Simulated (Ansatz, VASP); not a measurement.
## Two plane-wave programs on B

```
B
1.0
    -1.17892    1.17892    1.17892
     1.17892   -1.17892    1.17892
     1.17892    1.17892   -1.17892
B
1
Cartesian
  0.0000 0.0000 0.0000
```

The cell was built by a generator and needn't be a form met in nature.

Alike in both runs: task relaxation of cell and atoms; functional PBEsol; k mesh 18 × 18 × 18; occupations fermi-dirac, width 0.1 eV; no spin polarisation.

|  | VASP | Ansatz |
| --- | --- | --- |
| version | VASP 6.6.1 | Ansatz 0.2.0 |
| potentials or method | VASP PAW PBE potentials, release 64 (B) | plane waves (420 eV) with PAW, scalar-relativistic |
| plane-wave cutoff (eV) | 600 | 420 |
| valence electrons in the cell | 3 | 3 |

Ansatz gave:

| Property | Result |
| --- | --- |
| relaxed volume (Å³/atom) | 6.07 |
| relaxed cell length with the largest relative difference (Å) | 1.990 |
| energy change over the relaxation (meV/atom) | -25 |

What did VASP give for the same quantities?

Relaxed volume (Å³/atom): 6.07; relaxed cell length with the largest relative difference (Å): 1.991; energy change over the relaxation (meV/atom): -25.

Ansatz warned: «pseudo_functional_mismatch».

Caveats: the PAW data sets were made with another functional, which shifts forces and pressure a little (VASP).
